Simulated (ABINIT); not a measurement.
Wanted: the native input for an ABINIT 10.8.3 (patched build) run.

```
Task                                            : band structure
Functional                                      : revPBE
Potentials or basis                             : JTH PAW PBE v2.0
Cutoff                                          : 680 eV
k mesh                                          : 10 × 10 × 10
Occupations                                     : fermi-dirac, width 0.05 eV
Spin                                            : no spin polarisation
Fine-grid cutoff                                : 1278.94 eV
Exchange and correlation inside the PAW spheres : full angular mesh (pawxcdev 0, this build's default; the released program takes 1)
```

Crystal: AlN.

```xyz
2
Lattice="0.0000 2.1840 2.1840 2.1840 0.0000 2.1840 2.1840 2.1840 0.0000" Properties=species:S:1:pos:R:3 pbc="T T T"
Al    0.0000    0.0000    0.0000
N     1.0920    1.0920    1.0920
```

Measurements of this composition are mostly on another form, of space group No. 186.

The input as run:

run.abi

```
# Datasets: ground state, then fixed potential
ndtset 2

# Pseudopotentials
pp_dirpath "./"
pseudos "Al.GGA_PBE-JTH.xml, N.GGA_PBE-JTH.xml"

# Structure
acell 3*1.0 Angstrom
rprim
     0.0000000000     2.1839935596     2.1839935596
     2.1839935596     0.0000000000     2.1839935596
     2.1839935596     2.1839935596     0.0000000000
ntypat 2
znucl 13 7
natom 2
typat 1 2
xred
     0.0000000000     0.0000000000     0.0000000000
     0.2500000000     0.2500000000     0.2500000000

# Plane-wave basis
ecut 25.0
pawecutdg 47.0

# Exchange and correlation
ixc 14

# Bands and occupations
occopt 3
tsmear 0.00183747

# SCF cycle
nstep 100

# Output
iomode 3
prtwf 0
prteig 0
prtebands 0
prtden1 1
prtvha1 1
prtvclmb1 1
prtpot1 1

# Dataset 1
kptopt1 1
ngkpt1 10 10 10
nshiftk1 1
shiftk1 0.0 0.0 0.0
nband1 8
tolvrs1 1.0e-9

# Dataset 2: bands along G-X-W-K-G-L-U-W-L-K
iscf2 -2
getden2 1
nband2 12
nbdbuf2 2
tolwfr2 1.0e-12
kptopt2 -9
ndivsm2 5
prteig2 1
kptbounds2
     0.0000000000     0.0000000000     0.0000000000
     0.5000000000     0.0000000000     0.5000000000
     0.5000000000     0.2500000000     0.7500000000
     0.3750000000     0.3750000000     0.7500000000
     0.0000000000     0.0000000000     0.0000000000
     0.5000000000     0.5000000000     0.5000000000
     0.6250000000     0.2500000000     0.6250000000
     0.5000000000     0.2500000000     0.7500000000
     0.5000000000     0.5000000000     0.5000000000
     0.3750000000     0.3750000000     0.7500000000
```

Potentials or basis: JTH PAW PBE v2.0.

Command:

```console
$ abinit run.abi > log 2>&1
```

Results of the run:

```yaml
Band_gap_on_the_k_mesh: 3.32 eV, indirect (least direct gap 4.20 eV)
Valence_electrons_inside_the_program's_atomic_spheres: Al 0.89; N 2.64
```

Run time: 26 s on 1 thread of Arm Neoverse V1, on a shared host, peak memory 0.11 GiB.
